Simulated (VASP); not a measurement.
# SiC: restarted molecular dynamics, 2 variants

SiC, P6_3mc (no. 186), 8 atoms in the cell. PBE, molecular dynamics; PAW potentials Si, C (PBE set).

| Restart from | Temperature at the end (K) | The same without a restart (K) | Potential energy at the end (eV/atom) | The same without a restart (eV/atom) | Electronic steps in the first step after the restart | Time (s) |
|---|---|---|---|---|---|---|
| CONTCAR with velocities, WAVECAR read | 422.0 | 422.0 | -7.41494 | -7.41494 | 4 | 78 |
| CONTCAR with velocities, no WAVECAR | 422.0 | 422.0 | -7.41494 | -7.41494 | 13 | 76 |

Limits: 60 fs of 8 atoms are too short for converged averages; the cell is only 3.1 Å across, so each atom moves in step with near copies of itself.

## Input of the first row

INCAR.step1:
```
GGA = PE
PREC = Normal
ENCUT = 400
EDIFF = 1E-6
NELMIN = 4
NELM = 60
ALGO = Normal
LREAL = Auto
LASPH = T
ISMEAR = 0
SIGMA = 0.05
ISYM = 0
LWAVE = T
LCHARG = F
IBRION = 0
NSW = 30
POTIM = 1.0
TEBEG = 1000
ISIF = 2
RANDOM_SEED = 137447 0 0
MDALGO = 1
ANDERSEN_PROB = 0.0
KPAR = 2
```

INCAR.step2, as INCAR.step1 but for:
```
- LWAVE = T
+ LWAVE = F
```

KPOINTS:
```
k-points
0
Gamma
  3 2 2
```

POSCAR.step1:
```
SiC
1.0
    3.0760000000      0.0000000000      0.0000000000
    0.0000000000      5.3277882840      0.0000000000
    0.0000000000      0.0000000000      5.0480000000
Si C
4 4
Direct
    0.5000000000      0.1666666666      0.5000000000
    0.0000000001      0.6666666666      0.5000000000
    0.0000000000      0.3333333334      0.0000000000
    0.4999999999      0.8333333333      0.0000000000
    0.5000000000      0.1666666666      0.8850000000
    0.0000000001      0.6666666666      0.8850000000
    0.0000000000      0.3333333334      0.3850000000
    0.4999999999      0.8333333333      0.3850000000
```

Commands (each step's output is kept before the next begins):
```
cat potpaw_PBE.64/Si/POTCAR potpaw_PBE.64/C/POTCAR > POTCAR
cp INCAR.step1 INCAR
cp POSCAR.step1 POSCAR
mpirun -np 2 vasp_std > vasp.out
cp CONTCAR POSCAR
cp INCAR.step2 INCAR
mpirun -np 2 vasp_std > vasp.out
```

Changes of the last row against the first:
```
(step 1)
- LWAVE = True
+ LWAVE = False
```

VASP 6.6.1 took 78 s on 2 cores (Intel Xeon Platinum 8488C (Sapphire Rapids)), a shared host.
